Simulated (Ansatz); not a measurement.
# Mg2Si: band gap under strain

How does strain move the band edges of Mg2Si (database structure), and do the functionals agree on it? States: no strain; -2.1 % biaxial strain in x and y, z held; +2.0 % strain along x alone.

The runs shown are made with Ansatz 0.2.0. PAW datasets, plane waves. Calculated at 0 K for a non-magnetic cell.

## (1) The structure to begin with

The unstrained cell was relaxed with r2SCAN; in each strained cell the atoms were relaxed again with r2SCAN. Names of k-points are those of the unstrained zone, where strain can split equivalent points. First state: no strain.

The symmetry is Fm-3m (No. 225, cubic); a = 6.338 Å in the conventional setting, 21.22 Å³ an atom. Near Mg stand 4 Si at 2.74 Å; near Si stand 8 Mg at 2.74 Å.

As a file:

```cif
data_structure
_symmetry_space_group_name_H-M 'P 1'
_symmetry_Int_Tables_number 1
_cell_length_a 4.4816
_cell_length_b 4.4816
_cell_length_c 4.4816
_cell_angle_alpha 60.000
_cell_angle_beta 60.000
_cell_angle_gamma 60.000
_cell_volume 63.65
loop_
_atom_site_label
_atom_site_type_symbol
_atom_site_fract_x
_atom_site_fract_y
_atom_site_fract_z
_atom_site_occupancy
Mg1 Mg 0.25000 0.25000 0.25000 1
Mg2 Mg 0.75000 0.75000 0.75000 1
Si1 Si 0.00000 0.00000 0.00000 1
```

## (2) No strain: PBE

Contents of input.yaml:

```yaml
crystal:
  lattice:
    - [0.0, 3.16897055, 3.16897055]
    - [3.16897055, 0.0, 3.16897055]
    - [3.16897055, 3.16897055, 0.0]
  atoms:
    - { symbol: Mg, position: [0.25, 0.25, 0.25] }
    - { symbol: Mg, position: [0.75, 0.75, 0.75] }
    - { symbol: Si, position: [0.0, 0.0, 0.0] }
kpoints:
  mp_grid: { grid: [8, 8, 8] }
  band_path:
    path:
      - [0.0, 0.0, 0.0]
      - [0.5, 0.0, 0.5]
      - [0.625, 0.25, 0.625]
      - [0.375, 0.375, 0.75]
      - [0.5, 0.5, 0.5]
      - [0.5, 0.25, 0.75]
      - [0.0, 0.5, 0.5]
    npoints: 1
hamiltonian:
  xc: pbe
scf:
  occupations: { method: fermi_dirac, width: 0.02 }
  n_extra_bands: 4
output:
  forces: true
  stress: true
  eigenvalues: true
  write_density: true
  write_potential: true
  elf: true
  volumetric_format: npy
```

Command:

```sh
ansatz run input.yaml --threads 4 --pin off --max-ram 5529MiB --backend cpu --events-out ev --progress --plain --runs-dir out
```

After this run come: No strain: r2SCAN; No strain: HSE06; -2.1 % biaxial strain in x and y, z held: PBE; -2.1 % biaxial strain in x and y, z held: r2SCAN; -2.1 % biaxial strain in x and y, z held: HSE06; +2.0 % strain along x alone: PBE; +2.0 % strain along x alone: r2SCAN; +2.0 % strain along x alone: HSE06.

Before running it: what results should come out?

**Answer**, as computed:

Least gap in eV (negative: overlap), with the change from the unstrained cell in brackets:

| state | volume change (%) | PBE | r2SCAN | HSE06 |
| --- | --- | --- | --- | --- |
| no strain | +0.0 | 0.20 | 0.45 | 0.56 |
| -2.1 % biaxial strain in x and y, z held | -4.2 | 0.08 (-0.12) | 0.33 (-0.12) | 0.45 (-0.11) |
| +2.0 % strain along x alone | +2.0 | 0.17 (-0.03) | 0.41 (-0.04) | 0.52 (-0.04) |

What this shows: The largest move of the HSE06 gap in the table is -0.115 eV, under -2.1 % biaxial strain in x and y, z held. PBE and HSE06 differ by 0.36 eV on the unstrained gap, and by at most 0.01 eV on its change: the two disagree on the size of the gap but agree on its response to strain.
